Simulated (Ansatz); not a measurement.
# Rb on Nb(100): change of the work function, part 3 of 3

Aim: the work function of Nb(100) at several coverages of Rb (hollow site), and the dipole that each adsorbate carries.

Ansatz 0.2.0; plane-wave DFT, r2SCAN, Ansatz PAW.

So far, work function, upper face (eV): step 2 (the clean slab) 3.54; step 4 (the covered slab, coverage 0.5 ML) 1.92; step 6 (the slab at 0.25 ML, atoms frozen) 1.59; step 7 (the substrate of the 0.25 ML cell alone) 3.55; step 8 (the adsorbate layer of the 0.25 ML cell alone) 2.28.

## (10) The same run with other settings

This step: plane-wave DFT, r2SCAN, Ansatz PAW (Ansatz 0.2.0).

System of this step: Rb/Nb(100). The cell holds 22 atoms: 20 Nb and 2 Rb. Cell: a = 6.600 Å, b = 6.600 Å, c = 27.689 Å, α = 90.0°, β = 90.0°, γ = 90.0°. Vacuum lies along c.

A run with a changed input: it repeats the earlier run at 0.5 ML with scf.convergence.dr2_threshold from 1e-08 to 1e-06, basis.ecutrho_ratio to 9 and scf.lower_state_search to standard.

File input.yaml:

```yaml
crystal:
  lattice:
    - [6.6, 0.0, 0.0]
    - [0.0, 6.6, 0.0]
    - [0.0, 0.0, 27.6894575281]
  atoms:
    - { symbol: Nb, position: [0.0, 0.0, 0.3250334533] }
    - { symbol: Nb, position: [0.25, 0.25, 0.3846229198] }
    - { symbol: Nb, position: [0.0, 0.0, 0.4439042903] }
    - { symbol: Nb, position: [0.25, 0.25, 0.5048660727] }
    - { symbol: Nb, position: [0.0, 0.0, 0.5562150607] }
    - { symbol: Nb, position: [0.0, 0.5, 0.3250334533] }
    - { symbol: Nb, position: [0.25, 0.75, 0.3846229198] }
    - { symbol: Nb, position: [0.0, 0.5, 0.4439042903] }
    - { symbol: Nb, position: [0.25, 0.75, 0.5048660727] }
    - { symbol: Nb, position: [0.0, 0.5, 0.5562150607] }
    - { symbol: Nb, position: [0.5, 0.0, 0.3250334533] }
    - { symbol: Nb, position: [0.75, 0.25, 0.3846229198] }
    - { symbol: Nb, position: [0.5, 0.0, 0.4439042903] }
    - { symbol: Nb, position: [0.75, 0.25, 0.5048660727] }
    - { symbol: Nb, position: [0.5, 0.0, 0.5562150607] }
    - { symbol: Nb, position: [0.5, 0.5, 0.3250334533] }
    - { symbol: Nb, position: [0.75, 0.75, 0.3846229198] }
    - { symbol: Nb, position: [0.5, 0.5, 0.4439042903] }
    - { symbol: Nb, position: [0.75, 0.75, 0.5048660727] }
    - { symbol: Nb, position: [0.5, 0.5, 0.5562150607] }
    - { symbol: Rb, position: [0.25, 0.25, 0.6749665467] }
    - { symbol: Rb, position: [0.75, 0.75, 0.6749665467] }
kpoints:
  mp_grid: { grid: [5, 5, 1] }
hamiltonian:
  xc: r2scan
scf:
  occupations: { method: fermi_dirac, width: 0.1 }
  convergence: { dr2_threshold: 1.0e-06 }
  lower_state_search: standard
efield:
  axis: 3
  dipole_correction: true
  ramp_position: 0.97
  ramp_width: 0.06
relax:
  f_tol: 0.02
  max_steps: 60
  constraints: [{ sites: [0, 1, 5, 6, 10, 11, 15, 16] }]
output:
  bader: true
  dos: { projected: true, e_range: [-8, 4] }
  write_potential: true
  write_density: true
  volumetric_format: npy
basis:
  ecutrho_ratio: 9
```

Command:

```bash
$ ansatz run input.yaml --threads 4 --pin off --max-ram 12288MiB --backend cpu --events-out ev --progress --plain --runs-dir out
```

The job ended after 9.9 min (4 threads of Arm Neoverse V2, shared host; peak memory 10 GiB).

Relaxation path:

```
step  energy less that of the first step (eV)  largest force component (eV/Å)
   1                                   0.0000                          0.0981
   2                                  -0.0003                          0.1065
   3                                  -0.0041                          0.0220
   4                                  -0.0046                          0.0155
   4                                  -0.0046                          0.0155
```

Forces are held to the 16 operations that the run works with; a distortion that breaks them can't arise in this run.

The atoms that moved most (Å):

```
atom     dx     dy      dz  length
Rb21  0.000  0.000  -0.051   0.051
Rb22  0.000  0.000  -0.051   0.051
 Nb4  0.000  0.000   0.011   0.011
Nb19  0.000  0.000   0.011   0.011
Nb14  0.000  0.000  -0.007   0.007
 Nb9  0.000  0.000  -0.007   0.007
```

Final coordinates:

```
Nb Rb
1.0
     6.60000    0.00000    0.00000
     0.00000    6.60000    0.00000
     0.00000    0.00000   27.68946
Nb Rb
20 2
Direct
  0.00000 0.00000 0.32503
  0.25000 0.25000 0.38462
  0.00000 0.00000 0.44393
  0.25000 0.25000 0.50527
  0.00000 0.00000 0.55639
  0.00000 0.50000 0.32503
  0.25000 0.75000 0.38462
  0.00000 0.50000 0.44393
  0.25000 0.75000 0.50462
  0.00000 0.50000 0.55639
  0.50000 0.00000 0.32503
  0.75000 0.25000 0.38462
  0.50000 0.00000 0.44393
  0.75000 0.25000 0.50462
  0.50000 0.00000 0.55639
  0.50000 0.50000 0.32503
  0.75000 0.75000 0.38462
  0.50000 0.50000 0.44393
  0.75000 0.75000 0.50527
  0.50000 0.50000 0.55639
  0.25000 0.25000 0.67314
  0.75000 0.75000 0.67314
```

This step gave:

```
energy at zero smearing        : -97815.6868 eV
work function, upper face      : 1.925 eV
work function, lower face      : 3.691 eV
dipole along the normal        : 0.4250 e·Å
step between the vacuum levels : -1.766 eV
```

The density of states has structure finer than the step of the table below, so its rows give means over 0.25 eV, whole bins alone (the curve runs from -8 to 1.77 eV). Peaks (eV: height): -2.380: 128, -2.230: 47.7, -2.080: 63.3, -1.530: 46.4, -1.230: 62.3, -1.170: 65.4, 0.540: 48.0.

Density of states against energy, zero at the Fermi level; means over each step:

```
energy (eV)  density of states (states/eV a cell)
      -6.00                               0.00759
      -5.75                                  1.01
      -5.50                                  1.26
      -5.25                                  1.46
      -5.00                                  2.38
      -4.75                                  1.05
      -4.50                                  2.89
      -4.25                                  4.62
      -4.00                                  3.89
      -3.75                                  12.3
      -3.50                                  15.9
      -3.25                                  23.3
      -3.00                                  30.7
      -2.75                                  22.4
      -2.50                                  26.1
      -2.25                                  25.6
      -2.00                                  25.4
      -1.75                                  25.2
      -1.50                                  30.1
      -1.25                                  41.6
      -1.00                                  30.6
      -0.75                                  21.7
      -0.50                                  28.6
      -0.25                                  27.0
       0.00                                  21.2
       0.25                                  25.1
       0.50                                  34.4
       0.75                                  28.2
       1.00                                  18.6
       1.25                                  18.9
       1.50                                  28.4
```

Projected DOS per atom over height of the atomic layer and energy from the Fermi level. Layers: Nb4 Nb4 Nb4 Nb4 Nb4 Rb2 from below.

Ten even steps from '_' (0.00 states/eV) to '@' (2.33 states/eV), each cell a mean:
```
**::==::##__
==::::..++..
@@::--::@@::
%%--::--**::
**==--==++..
**==++--++__
%%++**++%%::
++++**##**__
==++--====__
++++++++++__
++**++++++__
::==++++--__
..::----..__
____________
____________
____________
____________
____________
____________
____________
____________
____________
```
Columns: height of the atomic layer (Å) from 9 to 18.6 (not evenly spaced); rows upwards: energy from the Fermi level (eV) from -7.96 to 1.75.

```
                      quantity  this run  earlier run  difference
work function, upper face (eV)     1.925        1.924      8.0e-4
work function, lower face (eV)     3.691        3.692     -0.0011
 dipole along the normal (e·Å)    0.4250       0.4255     -4.5e-4
```

Nothing in the table moves by 0.01 in its unit (for the dipole 0.5 % and 5e-5 e·Å). The run took 41 SCF cycles against 40.

## (11) The same run with other settings

System of this step: Nb(100). The cell holds 5 atoms: 5 Nb. Its edges and angles: a = 3.300 Å, b = 3.300 Å, c = 24.600 Å, α = 90.0°, β = 90.0°, γ = 90.0°. Vacuum lies along c.

An input spoilt on purpose, to show how the run answers: it repeats the earlier run at 0 ML with efield.amplitude to 0 and efield.dipole_correction from true to false, and scf.max_iter set to 80.

File input.yaml:

```yaml
crystal:
  lattice:
    - [3.3, 0.0, 0.0]
    - [0.0, 3.3, 0.0]
    - [0.0, 0.0, 24.6]
  atoms:
    - { symbol: Nb, position: [0.0, 0.0, 0.3658536585] }
    - { symbol: Nb, position: [0.5, 0.5, 0.4329268293] }
    - { symbol: Nb, position: [0.0, 0.0, 0.5] }
    - { symbol: Nb, position: [0.5, 0.5, 0.5670731707] }
    - { symbol: Nb, position: [0.0, 0.0, 0.6341463415] }
kpoints:
  mp_grid: { grid: [9, 9, 1] }
hamiltonian:
  xc: r2scan
scf:
  occupations: { method: fermi_dirac, width: 0.1 }
  convergence: { dr2_threshold: 1.0e-08 }
  max_iter: 80
efield:
  axis: 3
  dipole_correction: false
  ramp_position: 0.97
  ramp_width: 0.06
  amplitude: 0
relax:
  f_tol: 0.02
  max_steps: 60
  constraints: [{ sites: [0, 1] }]
output:
  write_potential: true
  write_density: true
  volumetric_format: npy
```

It took 0.02 s on 4 threads; peak memory 0.032 GiB.

The input was rejected at the start.

The program's message: “Error: invalid value for `efield.amplitude`: is zero with dipole_correction: false — the section would apply nothing; set a non-zero amplitude, enable dipole_correction, or remove the block”

The fault put into the input: a field block that applies nothing.

## (12) Summary of results

```yaml
work_function_of_the_clean_face: 3.54 eV
work_function_at_0p25_ml: 1.59 eV
work_function_at_0p5_ml: 1.92 eV
dipole_per_adsorbate_at_0p25_ml_positive_end_outwards: 2.25 D
step_of_the_potential_from_the_moved_charge_at_0p25_ml_upper_less_lower_side_atoms_held: -1.97 eV
```

Rb lowers the work function of Nb(100) at the lowest coverage, by 1.95 eV: the adsorbate layer has its positive end outwards. The slab has 5 layers, at the tabulated experimental lattice constant, one starting site was run, and quantum-size effects of a slab this thin can reach one or two tenths of an eV.

[Logs are printed without paths, hosts, clocks, repeated set-up lines and the standing remarks that a program may print on its own settings, such as how far it seeks lower states.]

[Hosts, paths, dates, database ids (printed as entryN), source tags and the programs' standing remarks are cut or masked in the printed files.]

[Maps of the electrostatic potential energy from Ansatz leave out the sawtooth potential of an applied field or a dipole correction, so their vacuum need not be flat; planar profiles and work functions include it.]

[The density of states shown here was stored with 400 of the rows of the run's finer table, so its peaks can read low, often by over a quarter, or be missed, and its means over a window can be off by a tenth or more.]
